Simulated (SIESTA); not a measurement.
# La: band structure with PBEsol

Crystal: La.

```xyz
2
Lattice="3.7500 0.0000 0.0000 -1.8750 3.2476 0.0000 0.0000 0.0000 6.0700" Properties=species:S:1:pos:R:3 pbc="T T T"
La    1.8750    1.0825    4.5525
La    0.0000    2.1651    1.5175
```

This isn't the form of La at room conditions, which is double hcp.

```yaml
Program: SIESTA 5.4.2
Task: band structure
Functional: PBEsol
Potentials_or_basis: PseudoDojo 0.4 standard (PBEsol files)
Basis: DZP (energy shift 0.003 Ry; two zetas on semicore shells)
Grid_cutoff: 800 Ry
Energy_shift: 0.003 Ry
k_mesh: 8 × 8 × 5
Occupations: fermi-dirac, width 0.05 eV
Spin: no spin polarisation
```

```json
{"Pressure": "1.0 GPa", "Band gap on the k mesh": "none (metal or under the smearing width)"}
```

Stress tensor (GPa, compression positive):
```
0.82 0.00 0.00
0.00 0.82 0.00
0.00 0.00 1.25
```

Levels at the corners of the path, in eV from the Fermi level:
| point | band 7 | band 8 | band 9 | band 10 | band 11 | band 12 | band 13 | band 14 | band 15 | band 16 |
| --- | --- | --- | --- | --- | --- | --- | --- | --- | --- | --- |
| Γ | -16.05 | -16.02 | -3.39 | -1.93 | 1.32 | 1.32 | 1.35 | 2.00 | 2.00 | 2.60 |
| M | -16.37 | -16.21 | -1.77 | -1.32 | -1.26 | 1.11 | 1.36 | 1.54 | 2.11 | 5.65 |
| K | -16.58 | -16.58 | -1.37 | -0.11 | -0.11 | 0.15 | 0.99 | 0.99 | 2.43 | 4.88 |
| Γ | -16.05 | -16.02 | -3.39 | -1.93 | 1.32 | 1.32 | 1.35 | 2.00 | 2.00 | 2.60 |
| A | -16.14 | -16.14 | -2.06 | -2.06 | 0.81 | 0.81 | 1.26 | 1.26 | 1.26 | 1.26 |
| L | -16.38 | -16.38 | -1.82 | -1.82 | -0.46 | -0.46 | 2.77 | 2.77 | 2.91 | 2.91 |
| H | -16.27 | -16.27 | -0.69 | -0.69 | -0.22 | -0.22 | 1.09 | 1.09 | 2.49 | 2.49 |
| A | -16.14 | -16.14 | -2.06 | -2.06 | 0.81 | 0.81 | 1.26 | 1.26 | 1.26 | 1.26 |
| L | -16.38 | -16.38 | -1.82 | -1.82 | -0.46 | -0.46 | 2.77 | 2.77 | 2.91 | 2.91 |
| M | -16.37 | -16.21 | -1.77 | -1.32 | -1.26 | 1.11 | 1.36 | 1.54 | 2.11 | 5.65 |
| K | -16.58 | -16.58 | -1.37 | -0.11 | -0.11 | 0.15 | 0.99 | 0.99 | 2.43 | 4.88 |
| H | -16.27 | -16.27 | -0.69 | -0.69 | -0.22 | -0.22 | 1.09 | 1.09 | 2.49 | 2.49 |

Run time: 80 s on 1 thread of Arm Neoverse V1, with other jobs on the host, peak memory 0.47 GiB.

Caveat: spin-orbit coupling is left out, which moves the levels of the heavy elements; the basis of atomic orbitals isn't converged, which shifts pressures, moduli and gaps.
